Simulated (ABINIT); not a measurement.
# Ge (I4/mmm) in ABINIT: notebook, part 2 of 2

ABINIT 10.8.3 (patched build). The steps go on from the part before.

**4. Relaxation of cell and atoms, PBE+D3(BJ)**

The input, run.py:

```python
import json, os
import numpy as np
from ase.constraints import FixSymmetry
from ase.optimize import BFGS
from ase.filters import FrechetCellFilter
from ase.units import GPa
from ase.calculators.mixing import SumCalculator
from dftd3.ase import DFTD3
from ase.calculators.abinit import Abinit, AbinitProfile
from ase import Atoms

atoms = Atoms(['Ge'],
              cell=[[-1.60842, 1.60842, 1.87318], [1.60842, -1.60842, 1.87318], [1.60842, 1.60842, -1.87318]],
              scaled_positions=[[0.5, 0.5, 0.0]],
              pbc=True)

profile = AbinitProfile(command='abinit', pp_paths=[os.path.abspath('pseudos')])
params = dict(
    pps='pawxml', xc='PBE',
    chksymtnons=0,
    tolsym=1e-05,
    ecut=598.6505,
    pawecutdg=1197.301,
    pawxcdev=0,
    kptopt=1,
    ngkpt=[12, 12, 12],
    nshiftk=1,
    shiftk=[0.0, 0.0, 0.0],
    ixc=11,
    nband=11,
    occopt=3,
    tsmear=0.05,
    nstep=100,
    tolvrs=1e-09,
    prtwf=0,
    prtden=0,
    ecutsm=0.5,
)

atoms.calc = SumCalculator([Abinit(profile=profile, directory='run', **params), DFTD3(method='pbe', damping='d3bj')])
atoms.set_constraint(FixSymmetry(atoms, symprec=1e-4))
opt = BFGS(FrechetCellFilter(atoms), trajectory='opt.traj')
converged = opt.run(fmax=0.03, steps=30)
print('converged', converged)
print('cell (A)', np.round(atoms.cell[:], 5).tolist())
energy = atoms.get_potential_energy()
forces = atoms.get_forces()
stress = atoms.get_stress()
print(f'energy {energy:.6f} eV')
print('forces (eV/A)')
print(np.round(forces, 5))
print('stress (GPa, Voigt, tension positive)', np.round(stress / GPa, 4))
json.dump(dict(energy=energy, forces=forces.tolist(), stress=stress.tolist(), cell=atoms.cell.tolist(), frac=atoms.get_scaled_positions(wrap=False).tolist()), open('results.json', 'w'))
```

Potentials or basis: JTH PAW PBE v2.0.

Command:

```
$ python run.py
```

Log:

```text
Step          Energy          fmax
BFGS:    0    -2600.862327        0.253348
BFGS:    1    -2600.864397        0.179699
BFGS:    2    -2600.865633        0.035634
BFGS:    3    -2600.866338        0.029203
converged True
cell (A) [[-1.58921, 1.58921, 1.85971], [1.58921, -1.58921, 1.85971], [1.58921, 1.58921, -1.85971]]
energy -2600.866338 eV
forces (eV/A)
[[0. 0. 0.]]
stress (GPa, Voigt, tension positive) [ 0.0836  0.0836 -0.249   0.      0.     -0.    ]
```

abinit.in:

```text
chksymtnons 0
ecut 598.6505 eV
ecutsm 0.5
ixc 11
kptopt 1
natom 1
nband 11
ngkpt
12 12 12
nshiftk 1
nsppol 1
nstep 100
occopt 3
pawecutdg 1197.301 eV
pawxcdev 0
prtden 0
prtwf 0
shiftk
0.0 0.0 0.0
tolsym 1e-05
tolvrs 1e-09
tsmear 0.05 eV
#Definition of the unit cell
acell
1.00000000000000 1.00000000000000 1.00000000000000 Angstrom
rprim
-1.58920605292655 1.58920605292655 1.85971003728073
1.58920605292655 -1.58920605292655 1.85971003728073
1.58920605292655 1.58920605292655 -1.85971003728073
chkprim 0 # Allow non-primitive cells
#Definition of the atom types
ntypat 1
znucl 32
#Enumerate different atomic species
typat
 1
pseudos "./pseudos/Ge.GGA_PBE-JTH.xml"
#Definition of the atoms
xcart
0.00000000000000 0.00000000000000 3.51434264393056
chkexit 1 # abinit.exit file in the running directory terminates after the current SCF
```

abinit.abo:

```text
.Version 10.8.3 of ABINIT
 Symmetries : space group I4/m m m (#139); Bravais tI (body-center tetrag.)
================================================================================
 Values of the parameters that define the memory need of the present run
     intxc =       0    ionmov =       0      iscf =      17    lmnmax =      18
     lnmax =       6     mgfft =      24  mpssoang =       3    mqgrid =    3001
     natom =       1  nloc_mem =       2    nspden =       1   nspinor =       1
    nsppol =       1      nsym =      16    n1xccc =       1    ntypat =       1
    occopt =       3   xclevel =       2
       mpw =         642          nfft =       13824          nkpt =         163
 PAW method is used; the additional fine FFT grid is defined by:
   mgfftf=        36    nfftf =     46656
[... 235 lines left out ...]
- sigma(3 3)= -3.29220099E+00  sigma(2 1)=  0.00000000E+00

== END DATASET(S) ==============================================================
================================================================================

 -outvars: echo values of variables after computation  --------
            acell      1.8897261259E+00  1.8897261259E+00  1.8897261259E+00 Bohr
           etotal     -9.5567167843E+01
            fcart     -0.0000000000E+00 -0.0000000000E+00 -0.0000000000E+00
            rprim     -1.5892060529E+00  1.5892060529E+00  1.8597100373E+00
                       1.5892060529E+00 -1.5892060529E+00  1.8597100373E+00
                       1.5892060529E+00  1.5892060529E+00 -1.8597100373E+00
           strten     -1.0145196647E-04 -1.0145196647E-04 -1.1189963715E-04
                       0.0000000000E+00  0.0000000000E+00  0.0000000000E+00
           xangst     -2.8181217147E-17  5.2199946686E-17  1.8597100372E+00
             xred      4.9999999998E-01  4.9999999998E-01  7.5568330155E-18
 Calculation completed.
```

It took 2.2 min on 1 thread of Arm Neoverse V1, shared host; peak memory 0.13 GiB.

What came out:

```yaml
Free_energy: -2600.8664 eV
Relaxed_volume: 18.79 Å³/atom
Relaxed_cell: a = 2.917 Å, b = 2.917 Å, c = 2.917 Å, α = 113.98°, β = 113.98°, γ = 100.79°
Space_group_after_relaxing_to_0.05_Å: I4/mmm (No. 139)
Energy_gained_by_relaxing: 4.0 meV/atom
Ionic_steps: 4
Pressure_after_relaxing: 0.0 GPa
Band_gap_on_the_k_mesh: none (metal or under the smearing width)
Valence_electrons_inside_the_program's_atomic_spheres: Ge 12.17 (radii [1.2196] Å)
Dispersion_energy_per_atom: -0.351 eV
```

The path:
| step | energy change (eV) | largest force (eV/Å) | pressure (GPa) | volume (Å³) |
| --- | --- | --- | --- | --- |
| 1 | 0.0000 | 0.0000 | -1.87 | 19.38 |
| 2 | -0.0021 | 0.0000 | -1.31 | 19.20 |
| 3 | -0.0033 | 0.0000 | 0.09 | 18.77 |
| 4 | -0.0040 | 0.0000 | 0.03 | 18.79 |

Final structure:
```yaml
crystal:
  lattice:
    - [-1.58921, 1.58921, 1.85971]
    - [1.58921, -1.58921, 1.85971]
    - [1.58921, 1.58921, -1.85971]
  atoms:
    - { symbol: Ge, position: [0.50000, 0.50000, 0.00000] }
```

Levels at points of the mesh, in eV from the Fermi level:
| k point | band 3 | band 4 | band 5 | band 6 | band 7 | band 8 | band 9 | band 10 | band 11 |
| --- | --- | --- | --- | --- | --- | --- | --- | --- | --- |
| (0.00, 0.00, 0.00) | -24.82 | -24.79 | -24.75 | -13.32 | 8.77 | 9.09 | 9.09 | 13.98 | 13.98 |
| (0.50, 0.00, 0.00) | -24.79 | -24.75 | -24.72 | -7.89 | -5.62 | 5.21 | 7.46 | 10.50 | 10.81 |
| (0.50, 0.50, 0.00) | -24.75 | -24.74 | -24.70 | -6.75 | -5.04 | 3.12 | 4.60 | 7.78 | 7.86 |
| (0.50, 0.50, 0.50) | -24.74 | -24.71 | -24.71 | -3.54 | -2.66 | 0.71 | 0.71 | 4.47 | 5.25 |

Caveat: the log and the count of SCF iterations are those of the last ABINIT call alone; pairwise dispersion overbinds metals, which lowers pressure and volume.

**5. Relaxation of cell and atoms, PBE+D4**

run.py: that of step 4 with these lines changed.

```diff
@@ -7,3 +7,3 @@
 from ase.calculators.mixing import SumCalculator
-from dftd3.ase import DFTD3
+from dftd4.ase import DFTD4
 from ase.calculators.abinit import Abinit, AbinitProfile
@@ -39,3 +39,3 @@
 
-atoms.calc = SumCalculator([Abinit(profile=profile, directory='run', **params), DFTD3(method='pbe', damping='d3bj')])
+atoms.calc = SumCalculator([Abinit(profile=profile, directory='run', **params), DFTD4(method='pbe')])
 atoms.set_constraint(FixSymmetry(atoms, symprec=1e-4))
```

Command:

```
$ python run.py
```

Wall time 2.2 min (1 thread of Arm Neoverse V1, shared host); peak memory 0.13 GiB.

It converged, with:

| Property | Result |
| --- | --- |
| Free energy | -2600.8973 eV |
| Relaxed volume | 18.78 Å³/atom |
| Relaxed cell | a = 2.917 Å, b = 2.917 Å, c = 2.917 Å, α = 113.98°, β = 113.98°, γ = 100.79° |
| Space group after relaxing (to 0.05 Å) | I4/mmm (No. 139) |
| Energy gained by relaxing | 4.7 meV/atom |
| Ionic steps | 4 |
| Pressure after relaxing | 0.0 GPa |
| Band gap on the k mesh | none (metal or under the smearing width) |
| Valence electrons inside the program's atomic spheres | Ge 12.16 (radii [1.2196] Å) |
| Dispersion energy per atom | -0.382 eV |

Stress tensor (GPa, compression positive):
```
-0.09  0.00  0.00
 0.00 -0.09  0.00
 0.00  0.00  0.25
```

The path:
```tsv
step	energy change (eV)	largest force (eV/Å)	pressure (GPa)	volume (Å³)
1	0.0000	0.0000	-1.91	19.38
2	-0.0022	0.0000	-1.34	19.19
3	-0.0044	0.0000	0.10	18.76
4	-0.0047	0.0000	0.03	18.78
```

Final structure:
```
Ge
1.0
    -1.58905    1.58905    1.85945
     1.58905   -1.58905    1.85945
     1.58905    1.58905   -1.85945
Ge
1
Direct
  0.50000 0.50000 0.00000
```

Levels at points of the mesh, in eV from the Fermi level:
| k point | band 5 | band 6 | band 7 | band 8 | band 9 | band 10 |
| --- | --- | --- | --- | --- | --- | --- |
| (0.00, 0.00, 0.00) | -24.75 | -13.33 | 8.78 | 9.09 | 9.09 | 13.98 |
| (0.50, 0.00, 0.00) | -24.72 | -7.89 | -5.62 | 5.21 | 7.47 | 10.50 |
| (0.50, 0.50, 0.00) | -24.70 | -6.75 | -5.05 | 3.12 | 4.60 | 7.78 |
| (0.50, 0.50, 0.50) | -24.71 | -3.53 | -2.66 | 0.71 | 0.71 | 4.47 |

Caveat: the log and the count of SCF iterations are those of the last ABINIT call alone; pairwise dispersion overbinds metals, which lowers pressure and volume.

**6. The runs side by side**

| level | dispersion computed by | gap on the mesh (eV) | pressure (GPa) | relaxed volume (Å³/atom) |
| --- | --- | --- | --- | --- |
| PBE | - | none | -0.1 | 19.69 |
| PBE+D3 | simple-dftd3 1.7.0 | none | 0.1 | 19.05 |
| PBE+D3(BJ) | simple-dftd3 1.7.0 | none | 0.0 | 18.79 |
| PBE+D4 | dftd4 4.3.1 | none | 0.0 | 18.78 |

Alike in all rows: task relaxation of cell and atoms; potentials or basis JTH PAW PBE v2.0; no spin polarisation; cell relaxed; k mesh 12 × 12 × 12; cutoff (eV) 599; smearing fermi-dirac 0.05 eV.

Caveats: pairwise dispersion overbinds metals, which lowers pressure and volume (some runs).

Total energies depend on the potentials used, so only differences within one code and one set of settings carry meaning.
